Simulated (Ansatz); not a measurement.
Below is a relaxed structure of LiF. The cell was found from a structure generator's guess, not taken from experiment.

Method: DFT PBE, scalar-relativistic, plane waves, PAW (Ansatz). Cutoff 420 eV, Γ-centred mesh, Gaussian smearing, no spin polarisation.

```yaml
crystal:
  lattice:
    - [5.09922, 0.00000, 0.00000]
    - [0.00000, 5.09922, 0.00000]
    - [0.00000, 0.00000, 5.09922]
  atoms:
    - { symbol: Li, position: [0.87500, 0.87500, 0.87500] }
    - { symbol: Li, position: [0.62500, 0.12500, 0.37500] }
    - { symbol: Li, position: [0.12500, 0.37500, 0.62500] }
    - { symbol: Li, position: [0.37500, 0.62500, 0.12500] }
    - { symbol: F, position: [0.37500, 0.37500, 0.37500] }
    - { symbol: F, position: [0.12500, 0.62500, 0.87500] }
    - { symbol: F, position: [0.62500, 0.87500, 0.12500] }
    - { symbol: F, position: [0.87500, 0.12500, 0.62500] }
```

Energies over the elements count from the elements' standard structures at the same level (F₂ as a molecule), with no fitted energy shifts.

(1) Find its symmetry and describe it.

(2) What is its formation energy per atom?

(3) Is it a metal?

(4) From what recipe could a structure generator have reached it?

Results:

(1) P4_132 (No. 213). Conventional cell: a = 5.099 Å. Li is surrounded by 3 F at 1.80 Å; around F lie 3 Li at 1.80 Å.

(2) −2.819 eV/atom.

(3) No, the gap on the 6×6×6 mesh is 5.95 eV.

(4) One such recipe: 3-connected net, two elements alternating (P4_132, No. 213). Other recipes can lead to the same cell.

The last run used a 6×6×6 mesh for its 8-atom cell and Gaussian smearing of 0.02 eV. Kohn–Sham gaps at this level usually fall short of measured ones. A structure relaxed within its symmetry needn't be a true minimum. Another cell of LiF relaxed alike, in Fm-3m, lies 127 meV/atom lower, so this cell isn't the stable form at this level.
